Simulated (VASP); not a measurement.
# WS2 in VASP: further runs

One sheet, WS2, is run at these levels: LDA; tasks: single point.

All numbers are computed with VASP 6.6.1; they aren't measurements. Logs are shortened: lines on timing, memory, paths and dates and some standing lists are left out, and cuts for length are marked.

### Step 1. The structure

The cell holds a sheet with vacuum, 6 atoms: a = 3.126 Å, b = 3.126 Å, c = 24.300 Å, α = 90.00°, β = 90.00°, γ = 120.00°.

The cell was built by a generator and needn't be a form met in nature.

### Step 2. Single point, LDA

The input, INCAR:

```
SYSTEM = WS2
PREC     = Accurate       ! precision mode
ENCUT    = 520            ! plane-wave cutoff, eV
EDIFF    = 1E-6           ! SCF threshold, eV
ISMEAR   = 0              ! smearing method
SIGMA    = 0.01           ! smearing width, eV
LREAL    = .FALSE.        ! projectors in reciprocal space
LASPH    = .TRUE.         ! aspherical terms in the spheres
NELM     = 100            ! most SCF steps
ALGO     = Fast           ! electronic algorithm
ISIF     = 2              ! what is computed and relaxed
LWAVE    = .FALSE.        ! write WAVECAR
LCHARG   = .FALSE.        ! write CHGCAR
NBANDS   = 35             ! bands
```

The input, KPOINTS:

```
Automatic mesh
0
G
  12 12 1
  0 0 0
```

The input, POSCAR:

```
WS2
1.0
    3.1260868609      0.0000000000      0.0000000000
   -1.5630434305      2.7072706360      0.0000000000
    0.0000000000      0.0000000000     24.3000000000
S W
4 2
Direct
    0.3333333333      0.6666666667      0.3108461099
    0.3333333333      0.6666666667      0.4393486018
    0.6666666667      0.3333333333      0.5606513982
    0.6666666667      0.3333333333      0.6891538901
    0.6666666667      0.3333333333      0.3750435707
    0.3333333333      0.6666666667      0.6249564293
```

Potentials or basis: VASP PAW LDA potentials, release 64 (S, W_sv).

Run with:

```sh
$ cat potpaw_LDA.64/S/POTCAR potpaw_LDA.64/W_sv/POTCAR > POTCAR
$ mpirun -np 1 vasp_std > vasp.out
```

OUTCAR:

```text
SYSTEM = WS2
   PREC = Accurate
   ENCUT = 520
   EDIFF = 1E-6
   ISMEAR = 0
   LREAL = .FALSE.
   LASPH = .TRUE.
   NELM = 100
   ISIF = 2

 ion  position               nearest neighbor table
   1  0.333  0.667  0.311-   5 2.39   5 2.39   5 2.39
   2  0.333  0.667  0.439-   5 2.39   5 2.39   5 2.39
   3  0.667  0.333  0.561-   6 2.39   6 2.39   6 2.39
   4  0.667  0.333  0.689-   6 2.39   6 2.39   6 2.39
   5  0.667  0.333  0.375-   1 2.39   1 2.39   1 2.39   2 2.39   2 2.39   2 2.39
   6  0.333  0.667  0.625-   4 2.39   4 2.39   4 2.39   3 2.39   3 2.39   3 2.39

  LATTYP: Found a hexagonal cell.
 ALAT       =     3.1260868609
 C/A-ratio  =     7.7732964826

  Lattice vectors:

 A1 = (   3.1260868609,   0.0000000000,   0.0000000000)
 A2 = (  -1.5630434305,   2.7072706360,   0.0000000000)
 A3 = (   0.0000000000,   0.0000000000,  24.3000000000)

Analysis of symmetry for initial positions (statically):
=====================================================================
 Subroutine PRICEL returns:
 Original cell was already a primitive cell.

 Routine SETGRP: Setting up the symmetry group for a
 hexagonal supercell.

 Subroutine GETGRP returns: Found 12 space group operations
 (whereof 12 operations were pure point group operations)
 out of a pool of 24 trial point group operations.

The static configuration has the point symmetry D_3d.

Analysis of symmetry for dynamics (positions and initial velocities):
=====================================================================
 Subroutine PRICEL returns:
 Original cell was already a primitive cell.

 Routine SETGRP: Setting up the symmetry group for a
 hexagonal supercell.

 Subroutine GETGRP returns: Found 12 space group operations
 (whereof 12 operations were pure point group operations)
 out of a pool of 24 trial point group operations.

The dynamic configuration has the point symmetry D_3d.

 Subroutine INISYM returns: Found 12 space group operations
 (whereof 12 operations are pure point group operations),
 and found     1 'primitive' translations

----------------------------------------------------------------------------------------

                                     Primitive cell

  volume of cell :     205.6549

  direct lattice vectors                    reciprocal lattice vectors
     3.126086861  0.000000000  0.000000000     0.319888744  0.184687853  0.000000000
    -1.563043431  2.707270636  0.000000000     0.000000000  0.369375705  0.000000000
     0.000000000  0.000000000 24.300000000     0.000000000  0.000000000  0.041152263

  length of vectors
     3.126086861  3.126086861 24.300000000     0.369375705  0.369375705  0.041152263

  position of ions in fractional coordinates (direct lattice)
     0.333333333  0.666666667  0.310846110
     0.333333333  0.666666667  0.439348602
     0.666666667  0.333333333  0.560651398
     0.666666667  0.333333333  0.689153890
     0.666666667  0.333333333  0.375043571
     0.333333333  0.666666667  0.624956429

  ion indices of the primitive-cell ions
   primitive index   ion index
                 1           1
                 2           2
                 3           3
                 4           4
                 5           5
                 6           6

----------------------------------------------------------------------------------------

 KPOINTS: Automatic mesh

Automatic generation of k-mesh.
 Grid dimensions read from file:
 generate k-points for:   12   12    1

 Generating k-lattice:

  Cartesian coordinates                     Fractional coordinates (reciprocal lattice)
     0.026657395  0.015390654  0.000000000     0.083333333  0.000000000  0.000000000
     0.000000000  0.030781309  0.000000000     0.000000000  0.083333333  0.000000000
     0.000000000  0.000000000  0.041152263     0.000000000  0.000000000  1.000000000

  Length of vectors
     0.030781309  0.030781309  0.041152263

  Shift w.r.t. Gamma in fractional coordinates (k-lattice)
     0.000000000  0.000000000  0.000000000

 Subroutine IBZKPT returns following result:
 ===========================================

 Found     19 irreducible k-points:

 Following reciprocal coordinates:
            Coordinates               Weight
  0.000000  0.000000  0.000000      1.000000
  0.083333  0.000000  0.000000      6.000000
  0.166667  0.000000  0.000000      6.000000
  0.250000  0.000000  0.000000      6.000000
  0.333333  0.000000  0.000000      6.000000
  0.416667  0.000000  0.000000      6.000000
[... 11 lines left out ...]
  0.333333  0.250000  0.000000     12.000000
  0.333333  0.333333  0.000000      2.000000
   k-points           NKPTS =     19   k-points in BZ     NKDIM =     19   number of bands    NBANDS=     35
   number of dos      NEDOS =    301   number of ions     NIONS =      6
   total plane-waves  NPLWV = 110592
   dimension x,y,z NGX =    24 NGY =   24 NGZ =  192
   dimension x,y,z NGXF=    48 NGYF=   48 NGZF=  384
   ions per type =               4   2
   NGX,Y,Z   is equivalent  to a cutoff of  12.76, 12.76, 13.14 a.u.
   NGXF,Y,Z  is equivalent  to a cutoff of  25.53, 25.53, 26.27 a.u.
 SYSTEM =  WS2
   PREC   = accura    normal or accurate (medium, high low for compatibility)
   ISTART =      0    job   : 0-new  1-cont  2-samecut
   ICHARG =      2    charge: 1-file 2-atom 10-const
   ISPIN  =      1    spin polarized calculation?
   LNONCOLLINEAR =      F non collinear calculations
   LSORBIT =      F    spin-orbit coupling
   LASPH  =      T    aspherical Exc in radial PAW
   ENCUT  =  520.0 eV  38.22 Ry    6.18 a.u.   5.81  5.81 45.18*2*pi/ulx,y,z
   NELM   =    100;   NELMIN=  2; NELMDL= -5     # of ELM steps
   EDIFF  = 0.1E-05   stopping-criterion for ELM
   LREAL  =      F    real-space projection
   EDIFFG = 0.1E-04   stopping-criterion for IOM
   NSW    =      0    number of steps for IOM
   IBRION =     -1    ionic relax: 0-MD 1-quasi-New 2-CG
   NFREE  =      0    steps in history (QN), initial steepest desc. (CG)
   ISIF   =      2    stress and relaxation
   ISYM   =      2    0-nonsym 1-usesym 2-fastsym
   POTIM  = 0.5000    time-step for ionic-motion
   TEBEG  =    0.0;   TEEND  =   0.0 temperature during run
   PSTRESS=    0.0 pullay stress
   NELECT =      52.0000    total number of electrons
   NUPDOWN=      -1.0000    fix difference up-down
   EMIN   =  10.00;   EMAX   =-10.00  energy-range for DOS
   EFERMI =   0.00;   METHOD = LEGACY
   ISMEAR =     0;   SIGMA  =   0.01  broadening in eV -4-tet -1-fermi 0-gaus
   EFERMI_NEDOS =   21; number of points for ismear=-14 and -15
   IALGO  =     68    algorithm
   IMIX   =      4    mixing-type and parameters
     AMIX     =   0.40;   BMIX     =  1.00
     AMIX_MAG =   1.60;   BMIX_MAG =  1.00
  volume/ion in A,a.u.               =      34.28       231.30
  Fermi-wavevector in a.u.,A,eV,Ry     =   1.035213  1.956268 14.580894  1.071665
  Thomas-Fermi vector in A             =   2.169545
   LORBIT       =      0    0 simple, 1 ext, 2 COOP (PROOUT), +10 PAW based schemes
   GGA     = CA    functional components
   LHFCALC =     F    Hartree Fock is set to
   AEXX    =    0.0000 exact exchange contribution
   IVDW    =     0    specifies the selected vdW correction
   LEPSILON=     F    determine dielectric tensor
   LRPA    =     F    only Hartree local field effects (RPA)
 non-spin polarized calculation
 RMM-DIIS sequential band-by-band and
 Gauss-broadening in eV      SIGMA  =   0.01
  energy-cutoff  :      520.00
  volume of cell :      205.65
 maximum number of plane-waves:      5574
 NGX is ok and might be reduce to    24
   NGX = 11   NGY = 11   NGZ = 91

 number of electron      51.9999994 magnetization

 Free energy of the ion-electron system (eV)
  ---------------------------------------------------
  ext. energy  EPLUGINS =         0.00000000
  ---------------------------------------------------
  free energy    TOTEN  =       -52.41424458 eV

  energy without entropy =      -52.41424458  energy(sigma->0) =      -52.41424458

 E-fermi :   1.1361     XC(G=0):  -6.1426

 val. band max:        1.0189305140   @ k =   0.0000   0.0000   0.0000
 cond. band min:       2.3585823032   @ k =   0.1667   0.1667   0.0000
 fundamental gap:      1.3396517892
 Fermi energy:         1.1360967505

 k-point     1 :       0.0000    0.0000    0.0000
  band No.  band energies     occupation
      1     -72.8659      2.00000
      2     -72.8659      2.00000
      3     -37.4295      2.00000
      4     -37.4295      2.00000
      5     -37.2073      2.00000
      6     -37.2073      2.00000
[... 27 lines left out ...]
     34       3.8658      0.00000
     35       6.0017      0.00000

 k-point     2 :       0.0833    0.0000    0.0000
  band No.  band energies     occupation
      1     -72.8643      2.00000
      2     -72.8643      2.00000
      3     -37.4244      2.00000
      4     -37.4243      2.00000
      5     -37.2359      2.00000
      6     -37.2359      2.00000
[... 27 lines left out ...]
     34       3.8682      0.00000
     35       6.2550      0.00000

 k-point     3 :       0.1667    0.0000    0.0000
  band No.  band energies     occupation
      1     -72.8602      2.00000
      2     -72.8602      2.00000
      3     -37.4101      2.00000
      4     -37.4101      2.00000
      5     -37.3132      2.00000
      6     -37.3132      2.00000
[... 27 lines left out ...]
     34       4.4083      0.00000
     35       6.6053      0.00000
[... 533 lines left out ...]
 k-point    18 :       0.3333    0.2500    0.0000
  band No.  band energies     occupation
      1     -72.8411      2.00000
      2     -72.8411      2.00000
      3     -37.5492      2.00000
      4     -37.5492      2.00000
      5     -37.4251      2.00000
      6     -37.4251      2.00000
[... 27 lines left out ...]
     34       6.2770      0.00000
     35       7.0924      0.00000

 k-point    19 :       0.3333    0.3333    0.0000
  band No.  band energies     occupation
      1     -72.8404      2.00000
      2     -72.8404      2.00000
      3     -37.5163      2.00000
      4     -37.5163      2.00000
      5     -37.4754      2.00000
      6     -37.4753      2.00000
[... 27 lines left out ...]
     34       6.3953      0.00000
     35       7.4394      0.00000

------------------------ aborting loop because EDIFF is reached ----------------------------------------

  FORCE on cell =-STRESS in cart. coord.  units (eV):
  Direction    XX          YY          ZZ          XY          YZ          ZX
  --------------------------------------------------------------------------------------
  -------------------------------------------------------------------------------------
  Total        0.2679555      0.2679555      0.2577941     -0.0000000      0.0000000     -0.0000000
  in kB        2.0875372      2.0875372      2.0083736     -0.0000000      0.0000000     -0.0000000
  external PRESSURE =       2.0611494 kB  Pullay stress =       0.0000000 kB

 VOLUME and BASIS-vectors are now :
 -----------------------------------------------------------------------------
  energy-cutoff  :      520.00
  volume of cell :      205.65
      direct lattice vectors                 reciprocal lattice vectors
     3.126086861  0.000000000  0.000000000     0.319888744  0.184687853  0.000000000
    -1.563043431  2.707270636  0.000000000     0.000000000  0.369375705  0.000000000
     0.000000000  0.000000000 24.300000000     0.000000000  0.000000000  0.041152263

 POSITION                                       TOTAL-FORCE (eV/Angst)
 -----------------------------------------------------------------------------------
     -0.00000      1.80485      7.55356         0.000000      0.000000     -0.048529
     -0.00000      1.80485     10.67617         0.000000      0.000000      0.047895
      1.56304      0.90242     13.62383         0.000000     -0.000000     -0.047895
      1.56304      0.90242     16.74644         0.000000     -0.000000      0.048529
      1.56304      0.90242      9.11356        -0.000000     -0.000000     -0.001749
     -0.00000      1.80485     15.18644        -0.000000      0.000000      0.001749
 -----------------------------------------------------------------------------------
    total drift:                                0.000000      0.000000     -0.000000

  FREE ENERGIE OF THE ION-ELECTRON SYSTEM (eV)
  ---------------------------------------------------
  free  energy   TOTEN  =       -52.4142445809 eV

  energy  without entropy=      -52.4142445809  energy(sigma->0) =      -52.41424458
```

Run time: 2.5 min. Hardware: 1 thread of AMD EPYC 9R45 (Zen 5), shared host; peak memory 0.27 GiB.

What came out:

* Free energy: -52.4142 eV
* Largest force: 0.049 eV/Å
* Band gap on the k mesh: 1.34 eV, indirect (least direct gap 1.95 eV)

Forces on the atoms (eV/Å):
```
S    0.000  0.000 -0.049
S    0.000  0.000  0.048
S    0.000  0.000 -0.048
S    0.000  0.000  0.049
W    0.000  0.000 -0.002
W    0.000  0.000  0.002
```

Levels at points of the mesh, in eV from the valence-band top:
| k point | band 24 | band 25 | band 26 | band 27 | band 28 | band 29 |
| --- | --- | --- | --- | --- | --- | --- |
| (0.00, 0.00, 0.00) | -1.99 | -0.81 | 0.00 | 2.59 | 2.59 | 2.60 |
| (0.50, 0.00, 0.00) | -1.51 | -1.43 | -1.34 | 2.61 | 2.64 | 2.94 |

Caveat: spin-orbit coupling is left out, which moves the levels of the heavy elements. Expect the measured gap to be larger: semilocal functionals such as LDA lack the derivative discontinuity.

[end of part 1 of 2]
